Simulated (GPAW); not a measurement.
## TiCo2 in GPAW: the effect of strain hydrostatic

Crystal: TiCo2.

```xyz
6
Lattice="0.0000 3.3520 3.3520 3.3520 0.0000 3.3520 3.3520 3.3520 0.0000" Properties=species:S:1:pos:R:3 pbc="T T T"
Co    2.5140    0.8380    2.5140
Co    2.5140    2.5140    0.8380
Co    0.8380    2.5140    2.5140
Co    0.8380    0.8380    0.8380
Ti    5.0280    5.0280    5.0280
Ti    3.3520    3.3520    3.3520
```

Alike in all runs:

| Property | Result |
| --- | --- |
| Program | GPAW 26.7.0 |
| Task | single point |
| Functional | PBEsol |
| Potentials or basis | PAW data sets generated in the run's folder for this functional |
| Cutoff | 600 eV |
| Basis | pw |
| k mesh | 7 × 7 × 7 |
| Occupations | fermi-dirac, width 0.05 eV |
| Spin | collinear spin, ferromagnetic start |
| Starting moments | [2.0, 2.0, 2.0, 2.0, 1.0, 1.0] μB |
| Maxiter | 150 |

Problem. One run gave: pressure -15.8 GPa; moment 2.49 μB. Which strain hydrostatic did it use?
A. 0
B. 0.01
C. 0.02

Solution. B.

```tsv
strain hydrostatic	pressure (GPa)	moment (μB)
0	-11.6	2.16
0.01	-15.8	2.49
0.02	-19.3	2.75
```

Caveats: the density grid can change from cell to cell, which puts small steps into energies and stress.
